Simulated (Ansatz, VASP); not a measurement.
**Ge in VASP and in Ansatz**

The input INCAR:

```
SYSTEM = Ge
PREC = Accurate
ENCUT = 600
EDIFF = 1E-6
ISMEAR = -1
SIGMA = 0.1
LREAL = .FALSE.
LASPH = .TRUE.
NELM = 100
ALGO = Normal
ISIF = 3
LWAVE = .FALSE.
LCHARG = .FALSE.
GGA = CA
IBRION = 2
NSW = 60
EDIFFG = -0.005
```

File KPOINTS:

```
regular mesh
0
G
  18 18 18
  0 0 0
```

File POSCAR:

```
Ge
1.0
   -1.6809877034      1.6809877034      1.6809877034
    1.6809877034     -1.6809877034      1.6809877034
    1.6809877034      1.6809877034     -1.6809877034
Ge
1
Direct
    0.0000000000      0.0000000000      0.0000000000
```

Input for Ansatz:

```yaml
crystal:
  lattice:
    - [-1.6809877034, 1.6809877034, 1.6809877034]
    - [1.6809877034, -1.6809877034, 1.6809877034]
    - [1.6809877034, 1.6809877034, -1.6809877034]
  atoms:
    - { symbol: Ge, position: [0.0, 0.0, 0.0] }
kpoints:
  mp_grid: { grid: [18, 18, 18] }
scf:
  occupations: { method: fermi_dirac, width: 0.1 }
hamiltonian:
  xc: lda
  pseudopotentials: { kind: paw }
output:
  forces: true
  stress: true
  write_density: true
  write_potential: true
  elf: true
  volumetric_format: npy
relax:
  f_tol: 0.005
  max_steps: 40
  cell: {}
```

Alike in both runs: task relaxation of cell and atoms; functional LDA; k mesh 18 × 18 × 18; occupations fermi-dirac, width 0.1 eV; no spin polarisation.

|  | VASP | Ansatz |
| --- | --- | --- |
| version | VASP 6.6.1 | Ansatz 0.2.0 |
| potentials or method | VASP PAW LDA potentials, release 64 (Ge_d) | PAW with Ansatz's default frozen-core files, scalar-relativistic |
| plane-wave cutoff (eV) | 600 | 420 |
| valence electrons in the cell | 14 | 14 |

|  | VASP | Ansatz | Ansatz less VASP |
| --- | --- | --- | --- |
| relaxed volume (Å³/atom) | 17.91 | 17.90 | -0.007 |
| relaxed cell length with the largest relative difference (Å) | 2.855 | 2.854 | -0.0004 |
| energy change over the relaxation (meV/atom) | -14 | -14 | -0.8 |
